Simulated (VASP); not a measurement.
# C (a cell with a defect) in VASP: relaxation of the atoms with PBEsol

Aim: the relaxation of the atoms of C (a cell with a defect) with PBEsol.

Program: VASP 6.6.1. These are calculated values, not measurements. Logs are shortened: lines on timing, memory, paths and dates and some standing lists are left out, and cuts for length are marked.

### 1 Starting point

The cell holds a defect, 63 atoms: a = 7.112 Å, b = 7.112 Å, c = 7.112 Å, α = 90.00°, β = 90.00°, γ = 90.00°.

The cell was built by a generator and needn't be a form met in nature.

### 2 Relaxation of the atoms, PBEsol

Contents of INCAR:

```
SYSTEM = C
ALGO = Fast
EDIFF = 1E-6
EDIFFG = -0.005
ENCUT = 450
GGA = PS
IBRION = 2
ISIF = 2
ISMEAR = -1
LASPH = .True.
LCHARG = .False.
LREAL = .False.
LWAVE = .False.
NELM = 100
NSW = 60
PREC = Accurate
SIGMA = 0.05
```

Contents of KPOINTS:

```
k-points
0
Gamma
  2 2 2
  0 0 0
```

Contents of POSCAR:

```
C
1.0
    7.1120000000      0.0000000000      0.0000000000
    0.0000000000      7.1120000000      0.0000000000
    0.0000000000      0.0000000000      7.1120000000
C
63
Direct
    0.7500000000      0.2500000000      0.0000000000
    0.7500000000      0.0000000000      0.2500000000
    0.0000000000      0.0000000000      0.0000000000
    0.2500000000      0.2500000000      0.0000000000
    0.5000000000      0.5000000000      0.0000000000
    0.7500000000      0.7500000000      0.0000000000
    0.2500000000      0.0000000000      0.2500000000
    0.5000000000      0.2500000000      0.2500000000
    0.7500000000      0.5000000000      0.2500000000
    0.5000000000      0.0000000000      0.5000000000
    0.7500000000      0.2500000000      0.5000000000
    0.7500000000      0.0000000000      0.7500000000
    0.0000000000      0.5000000000      0.0000000000
    0.2500000000      0.7500000000      0.0000000000
    0.0000000000      0.2500000000      0.2500000000
    0.2500000000      0.5000000000      0.2500000000
    0.5000000000      0.7500000000      0.2500000000
    0.0000000000      0.0000000000      0.5000000000
    0.2500000000      0.2500000000      0.5000000000
    0.5000000000      0.5000000000      0.5000000000
    0.7500000000      0.7500000000      0.5000000000
    0.2500000000      0.0000000000      0.7500000000
    0.5000000000      0.2500000000      0.7500000000
    0.7500000000      0.5000000000      0.7500000000
    0.0000000000      0.7500000000      0.2500000000
    0.0000000000      0.5000000000      0.5000000000
    0.2500000000      0.7500000000      0.5000000000
    0.0000000000      0.2500000000      0.7500000000
    0.2500000000      0.5000000000      0.7500000000
    0.5000000000      0.7500000000      0.7500000000
    0.0000000000      0.7500000000      0.7500000000
    0.6250000000      0.1250000000      0.1250000000
    0.8750000000      0.3750000000      0.1250000000
    0.8750000000      0.1250000000      0.3750000000
    0.1250000000      0.1250000000      0.1250000000
    0.3750000000      0.3750000000      0.1250000000
    0.6250000000      0.6250000000      0.1250000000
    0.8750000000      0.8750000000      0.1250000000
    0.3750000000      0.1250000000      0.3750000000
    0.6250000000      0.3750000000      0.3750000000
    0.8750000000      0.6250000000      0.3750000000
    0.6250000000      0.1250000000      0.6250000000
    0.8750000000      0.3750000000      0.6250000000
    0.8750000000      0.1250000000      0.8750000000
    0.1250000000      0.6250000000      0.1250000000
    0.3750000000      0.8750000000      0.1250000000
    0.1250000000      0.3750000000      0.3750000000
    0.3750000000      0.6250000000      0.3750000000
    0.6250000000      0.8750000000      0.3750000000
    0.1250000000      0.1250000000      0.6250000000
    0.3750000000      0.3750000000      0.6250000000
    0.6250000000      0.6250000000      0.6250000000
    0.8750000000      0.8750000000      0.6250000000
    0.3750000000      0.1250000000      0.8750000000
    0.6250000000      0.3750000000      0.8750000000
    0.8750000000      0.6250000000      0.8750000000
    0.1250000000      0.8750000000      0.3750000000
    0.1250000000      0.6250000000      0.6250000000
    0.3750000000      0.8750000000      0.6250000000
    0.1250000000      0.3750000000      0.8750000000
    0.3750000000      0.6250000000      0.8750000000
    0.5625000000      0.9375000000      0.9375000000
    0.1250000000      0.8750000000      0.8750000000
```

Potentials or basis: VASP PAW PBE potentials, release 64 (C).

Launch:

```bash
$ cat potpaw_PBE.64/C/POTCAR > POTCAR
$ mpirun -np 1 vasp_std > vasp.out
```

OUTCAR:

```text
SYSTEM = C
   EDIFF = 1E-6
   EDIFFG = -0.005
   ENCUT = 450
   GGA = PS
   IBRION = 2
   ISIF = 2
   ISMEAR = -1
   LASPH = .True.
   LREAL = .False.
   NELM = 100
   NSW = 60
   PREC = Accurate

 ion  position               nearest neighbor table
   1  0.750  0.250  0.000-  32 1.54  33 1.54  44 1.54  55 1.54
   2  0.750  0.000  0.250-  32 1.54  34 1.54  38 1.54  49 1.54
   3  0.000  0.000  0.000-  35 1.54  38 1.54  44 1.54  63 1.54
   4  0.250  0.250  0.000-  35 1.54  36 1.54  54 1.54  60 1.54
   5  0.500  0.500  0.000-  36 1.54  37 1.54  55 1.54  61 1.54
   6  0.750  0.750  0.000-  37 1.54  38 1.54  56 1.54  62 1.94
[... 53 lines left out ...]
  60  0.125  0.375  0.875-   4 1.54  13 1.54  28 1.54  29 1.54
  61  0.375  0.625  0.875-   5 1.54  14 1.54  29 1.54  30 1.54
  62  0.562  0.938  0.938-   6 1.94  12 1.94  30 1.94  32 1.94  46 1.94  54 1.94
  63  0.125  0.875  0.875-   3 1.54  14 1.54  22 1.54  31 1.54

  LATTYP: Found a simple cubic cell.
 ALAT       =     7.1120000000

  Lattice vectors:

 A1 = (   7.1120000000,   0.0000000000,   0.0000000000)
 A2 = (   0.0000000000,   7.1120000000,   0.0000000000)
 A3 = (   0.0000000000,   0.0000000000,   7.1120000000)

Analysis of symmetry for initial positions (statically):
=====================================================================
 Subroutine PRICEL returns:
 Original cell was already a primitive cell.

 Routine SETGRP: Setting up the symmetry group for a
 simple cubic supercell.

 Subroutine GETGRP returns: Found 12 space group operations
 (whereof  2 operations were pure point group operations)
 out of a pool of 48 trial point group operations.

The static configuration has the point symmetry C_1h.
 The point group associated with its full space group is D_3d.

Analysis of symmetry for dynamics (positions and initial velocities):
=====================================================================
 Subroutine PRICEL returns:
 Original cell was already a primitive cell.

 Routine SETGRP: Setting up the symmetry group for a
 simple cubic supercell.

 Subroutine GETGRP returns: Found 12 space group operations
 (whereof  2 operations were pure point group operations)
 out of a pool of 48 trial point group operations.

The dynamic configuration has the point symmetry C_1h.
 The point group associated with its full space group is D_3d.

 Subroutine INISYM returns: Found 12 space group operations
 (whereof  2 operations are pure point group operations),
 and found     1 'primitive' translations

----------------------------------------------------------------------------------------

                                     Primitive cell

  volume of cell :     359.7288

  direct lattice vectors                    reciprocal lattice vectors
     7.112000000  0.000000000  0.000000000     0.140607424  0.000000000  0.000000000
     0.000000000  7.112000000  0.000000000     0.000000000  0.140607424  0.000000000
     0.000000000  0.000000000  7.112000000     0.000000000  0.000000000  0.140607424

  length of vectors
     7.112000000  7.112000000  7.112000000     0.140607424  0.140607424  0.140607424

  position of ions in fractional coordinates (direct lattice)
     0.750000000  0.250000000  0.000000000
     0.750000000  0.000000000  0.250000000
     0.000000000  0.000000000  0.000000000
     0.250000000  0.250000000  0.000000000
     0.500000000  0.500000000  0.000000000
     0.750000000  0.750000000  0.000000000
[... 55 lines left out ...]
     0.562500000  0.937500000  0.937500000
     0.125000000  0.875000000  0.875000000

  ion indices of the primitive-cell ions
   primitive index   ion index
                 1           1
                 2           2
                 3           3
                 4           4
[... 80 lines left out ...]

 Subroutine IBZKPT returns following result:
 ===========================================

 Found      4 irreducible k-points:

 Following reciprocal coordinates:
            Coordinates               Weight
  0.000000  0.000000  0.000000      1.000000
  0.500000  0.000000  0.000000      3.000000
  0.500000  0.500000  0.000000      3.000000
  0.500000  0.500000  0.500000      1.000000
   k-points           NKPTS =      4   k-points in BZ     NKDIM =      4   number of bands    NBANDS=    158
   number of dos      NEDOS =    301   number of ions     NIONS =     63
   total plane-waves  NPLWV = 125000
   dimension x,y,z NGX =    50 NGY =   50 NGZ =   50
   dimension x,y,z NGXF=   100 NGYF=  100 NGZF=  100
   ions per type =              63
   NGX,Y,Z   is equivalent  to a cutoff of  11.69, 11.69, 11.69 a.u.
   NGXF,Y,Z  is equivalent  to a cutoff of  23.38, 23.38, 23.38 a.u.
 SYSTEM =  C
   PREC   = accura    normal or accurate (medium, high low for compatibility)
   ISTART =      0    job   : 0-new  1-cont  2-samecut
   ICHARG =      2    charge: 1-file 2-atom 10-const
   ISPIN  =      1    spin polarized calculation?
   LNONCOLLINEAR =      F non collinear calculations
   LSORBIT =      F    spin-orbit coupling
   LASPH  =      T    aspherical Exc in radial PAW
   ENCUT  =  450.0 eV  33.07 Ry    5.75 a.u.  12.30 12.30 12.30*2*pi/ulx,y,z
   NELM   =    100;   NELMIN=  2; NELMDL= -5     # of ELM steps
   EDIFF  = 0.1E-05   stopping-criterion for ELM
   LREAL  =      F    real-space projection
   EDIFFG = -.5E-02   stopping-criterion for IOM
   NSW    =     60    number of steps for IOM
   IBRION =      2    ionic relax: 0-MD 1-quasi-New 2-CG
   NFREE  =      1    steps in history (QN), initial steepest desc. (CG)
   ISIF   =      2    stress and relaxation
   ISYM   =      2    0-nonsym 1-usesym 2-fastsym
   POTIM  = 0.5000    time-step for ionic-motion
   TEBEG  =    0.0;   TEEND  =   0.0 temperature during run
   PSTRESS=    0.0 pullay stress
   NELECT =     252.0000    total number of electrons
   NUPDOWN=      -1.0000    fix difference up-down
   EMIN   =  10.00;   EMAX   =-10.00  energy-range for DOS
   EFERMI =   0.00;   METHOD = LEGACY
   ISMEAR =    -1;   SIGMA  =   0.05  broadening in eV -4-tet -1-fermi 0-gaus
   EFERMI_NEDOS =   21; number of points for ismear=-14 and -15
   IALGO  =     68    algorithm
   IMIX   =      4    mixing-type and parameters
     AMIX     =   0.40;   BMIX     =  1.00
     AMIX_MAG =   1.60;   BMIX_MAG =  1.00
  volume/ion in A,a.u.               =       5.71        38.53
  Fermi-wavevector in a.u.,A,eV,Ry     =   1.453952  2.747570 28.762377  2.113975
  Thomas-Fermi vector in A             =   2.571159
   LORBIT       =      0    0 simple, 1 ext, 2 COOP (PROOUT), +10 PAW based schemes
   GGA     = PS    functional components
   LHFCALC =     F    Hartree Fock is set to
   AEXX    =    0.0000 exact exchange contribution
   IVDW    =     0    specifies the selected vdW correction
   LEPSILON=     F    determine dielectric tensor
   LRPA    =     F    only Hartree local field effects (RPA)
 conjugate gradient relaxation of ions
 non-spin polarized calculation
 RMM-DIIS sequential band-by-band and
  energy-cutoff  :      450.00
  volume of cell :      359.73
 maximum number of plane-waves:      7856
 NGX is ok and might be reduce to    50
   NGX = 25   NGY = 25   NGZ = 25

--------------------------------------- Ionic step        1  -------------------------------------------

 number of electron     251.9999966 magnetization

 Free energy of the ion-electron system (eV)
  ---------------------------------------------------
  ext. energy  EPLUGINS =         0.00000000
  ---------------------------------------------------
  free energy    TOTEN  =      -595.98245594 eV

  energy without entropy =     -595.93699973  energy(sigma->0) =     -595.95972784

------------------------ aborting loop because EDIFF is reached ----------------------------------------

  FORCE on cell =-STRESS in cart. coord.  units (eV):
  Direction    XX          YY          ZZ          XY          YZ          ZX
  --------------------------------------------------------------------------------------
  -------------------------------------------------------------------------------------
  Total       -8.9334325     -8.9334325     -8.9334325     10.0494370    -10.0494370     10.0494370
  in kB      -39.7881457    -39.7881457    -39.7881457     44.7586593    -44.7586593     44.7586593
  external PRESSURE =     -39.7881457 kB  Pullay stress =       0.0000000 kB
[... 272 lines left out ...]
  FREE ENERGIE OF THE ION-ELECTRON SYSTEM (eV)
  ---------------------------------------------------
  free  energy   TOTEN  =      -596.7124264692 eV

  energy  without entropy=     -596.6667289498  energy(sigma->0) =     -596.68957771

[... ionic steps 4 to 12 ...]

--------------------------------------- Ionic step       13  -------------------------------------------

 number of electron     251.9999987 magnetization

------------------------ aborting loop because EDIFF is reached ----------------------------------------
[... 189 lines left out ...]
--------------------------------------- Ionic step       15  -------------------------------------------

 number of electron     251.9999987 magnetization

 Free energy of the ion-electron system (eV)
  ---------------------------------------------------
  ext. energy  EPLUGINS =         0.00000000
  ---------------------------------------------------
  free energy    TOTEN  =      -596.98802484 eV

  energy without entropy =     -596.94245560  energy(sigma->0) =     -596.96524022

 E-fermi :  10.6239     XC(G=0): -13.4102

 val. band max:       10.3735014391   @ k =   0.5000   0.0000   0.0000
 cond. band min:      10.6355645465   @ k =   0.5000   0.0000   0.0000
 fundamental gap:      0.2620631074
 Fermi energy:        10.6238847529

 k-point     1 :       0.0000    0.0000    0.0000
  band No.  band energies     occupation
      1     -11.9308      2.00000
      2      -9.7672      2.00000
      3      -9.7672      2.00000
      4      -9.6869      2.00000
      5      -9.6869      2.00000
      6      -9.5103      2.00000
[... 553 lines left out ...]
    137      15.5844      0.00000
    138      15.5844      0.00000
 [bands above 138 left out]

------------------------ aborting loop because EDIFF is reached ----------------------------------------

  FORCE on cell =-STRESS in cart. coord.  units (eV):
  Direction    XX          YY          ZZ          XY          YZ          ZX
  --------------------------------------------------------------------------------------
  -------------------------------------------------------------------------------------
  Total       -7.8852871     -7.8852871     -7.8852871     11.7005720    -11.7005720     11.7005720
  in kB      -35.1198660    -35.1198660    -35.1198660     52.1125628    -52.1125628     52.1125628
  external PRESSURE =     -35.1198660 kB  Pullay stress =       0.0000000 kB
[... 78 lines left out ...]
  FREE ENERGIE OF THE ION-ELECTRON SYSTEM (eV)
  ---------------------------------------------------
  free  energy   TOTEN  =      -596.9880248379 eV

  energy  without entropy=     -596.9424556041  energy(sigma->0) =     -596.96524022

 reached required accuracy - stopping structural energy minimisation
```

Run time: 42 min. Hardware: 1 thread of Intel Xeon Platinum 8488C (Sapphire Rapids), shared host; peak memory 0.42 GiB.

What came out:

| Quantity | Value |
| --- | --- |
| Free energy | -596.9880 eV |
| Energy gained by relaxing | 16.0 meV/atom |
| Ionic steps | 15 |
| Largest force after relaxing | 0.004 eV/Å |
| Band gap on the k mesh | none (metal or under the smearing width) |

Forces on the atoms (eV/Å):
```
C    0.003  0.000 -0.002
C    0.003 -0.002  0.000
C    0.003  0.000  0.000
C    0.001 -0.001  0.003
C    0.000 -0.003  0.000
C    0.001 -0.001 -0.001
C    0.001  0.003 -0.001
C   -0.003 -0.001 -0.001
C   -0.001  0.000  0.000
C    0.000  0.000 -0.003
C   -0.001  0.000  0.000
C    0.001 -0.001 -0.001
C    0.003 -0.003 -0.001
C    0.000 -0.003 -0.002
C    0.000 -0.001 -0.001
C    0.001  0.000 -0.001
C    0.002 -0.003  0.000
C    0.003 -0.001 -0.003
C    0.001 -0.001  0.000
C    0.001 -0.003 -0.003
C    0.001 -0.001  0.001
C    0.000 -0.002 -0.003
C    0.002  0.000 -0.003
C    0.001  0.001 -0.001
C    0.000  0.001  0.000
C    0.002 -0.002 -0.002
C    0.000  0.001  0.000
C    0.000  0.000  0.001
C    0.000  0.000  0.001
C    0.001 -0.001 -0.001
C   -0.001 -0.001 -0.001
C   -0.001  0.001  0.001
C    0.000  0.000 -0.001
C    0.000 -0.001  0.000
C    0.001  0.001  0.001
C   -0.001 -0.001  0.001
C   -0.002  0.000  0.003
C    0.000  0.002  0.003
C   -0.001  0.001 -0.001
C   -0.001  0.003  0.003
C   -0.001  0.001  0.000
C   -0.002  0.003  0.000
C   -0.001  0.000  0.001
C    0.000  0.003  0.002
C    0.000  0.000 -0.001
C   -0.001  0.001  0.001
C   -0.002  0.002  0.002
C    0.001  0.000  0.000
C    0.000  0.000  0.003
C    0.000 -0.001  0.000
C    0.001  0.000  0.000
C    0.003  0.001  0.001
C   -0.001 -0.003  0.001
C   -0.001  0.001  0.001
C    0.000  0.003  0.000
C   -0.001  0.001 -0.003
C   -0.003  0.001  0.003
C    0.000  0.001  0.001
C   -0.003  0.002  0.000
C   -0.003  0.003  0.001
C   -0.003  0.000  0.002
C    0.000  0.000  0.000
C   -0.003  0.000  0.000
```

The path:
| step | energy change (eV) | largest force (eV/Å) | pressure (GPa) |
| --- | --- | --- | --- |
| 1 | 0.0000 | 2.9896 | -3.98 |
| 2 | 0.7136 | 3.8006 | -1.28 |
| 3 | -0.7300 | 0.8473 | -3.45 |
| 4 | -0.9174 | 0.5353 | -3.51 |
| 5 | -0.9249 | 0.4380 | -3.52 |
| 6 | -0.9718 | 0.4448 | -3.54 |
| 7 | -0.9840 | 0.2755 | -3.55 |
| 8 | -1.0020 | 0.1273 | -3.54 |
| 9 | -1.0038 | 0.0785 | -3.55 |
| 10 | -1.0047 | 0.0605 | -3.52 |
| 11 | -1.0054 | 0.0293 | -3.53 |
| 12 | -1.0055 | 0.0138 | -3.51 |
| 13 | -1.0056 | 0.0081 | -3.52 |
| 14 | -1.0056 | 0.0083 | -3.52 |
| 15 | -1.0056 | 0.0041 | -3.51 |

Final structure:
```
C
1.0
     7.11200    0.00000    0.00000
     0.00000    7.11200    0.00000
     0.00000    0.00000    7.11200
C
63
Direct
  0.75267 0.25079 0.99979
  0.75267 0.99979 0.25079
  0.00054 0.99967 0.99967
  0.25582 0.24418 0.99787
  0.50033 0.49946 0.99967
  0.74677 0.75323 0.01239
  0.25582 0.99787 0.24418
  0.50213 0.24418 0.24418
  0.75096 0.49910 0.25160
  0.50033 0.99967 0.49946
  0.75096 0.25160 0.49910
  0.74677 0.01239 0.75323
  0.99938 0.50062 0.00102
  0.24921 0.74733 0.99979
  0.00227 0.24908 0.24908
  0.25092 0.49773 0.24908
  0.50021 0.74733 0.25079
  0.99938 0.00102 0.50062
  0.25092 0.24908 0.49773
  0.49898 0.50062 0.50062
  0.74797 0.75203 0.50316
  0.24921 0.99979 0.74733
  0.50021 0.25079 0.74733
  0.74797 0.50316 0.75203
  0.00090 0.74904 0.25160
  0.99955 0.50045 0.50045
  0.24840 0.74904 0.49910
  0.00090 0.25160 0.74904
  0.24840 0.49910 0.74904
  0.48761 0.75323 0.75323
  0.99684 0.75203 0.75203
  0.63739 0.12177 0.12177
  0.87660 0.37590 0.12596
  0.87660 0.12596 0.37590
  0.12816 0.12297 0.12297
  0.37703 0.37184 0.12297
  0.62479 0.62421 0.12767
  0.87579 0.87521 0.12767
  0.37703 0.12297 0.37184
  0.62602 0.37438 0.37438
  0.87408 0.62592 0.37727
  0.62479 0.12767 0.62421
  0.87408 0.37727 0.62592
  0.87579 0.12767 0.87521
  0.12410 0.62340 0.12596
  0.37823 0.86261 0.12177
  0.12545 0.37455 0.37455
  0.37404 0.62340 0.37590
  0.62467 0.87533 0.37554
  0.12410 0.12596 0.62340
  0.37404 0.37590 0.62340
  0.62287 0.63082 0.63082
  0.86918 0.87713 0.63082
  0.37823 0.12177 0.86261
  0.62467 0.37554 0.87533
  0.86918 0.63082 0.87713
  0.12562 0.87398 0.37438
  0.12273 0.62592 0.62592
  0.37233 0.87521 0.62421
  0.12562 0.37438 0.87398
  0.37233 0.62421 0.87521
  0.56250 0.93750 0.93750
  0.12446 0.87533 0.87533
```

Caveat: the k mesh is coarse (spacing up to 0.44 Å⁻¹), so the values aren't converged; the cutoff is under 1.25 times the usual one of these potentials, so pressure, stress and relaxed cells hold a basis-set (Pulay) error; the PAW data sets were made with another functional, which shifts forces and pressure a little.
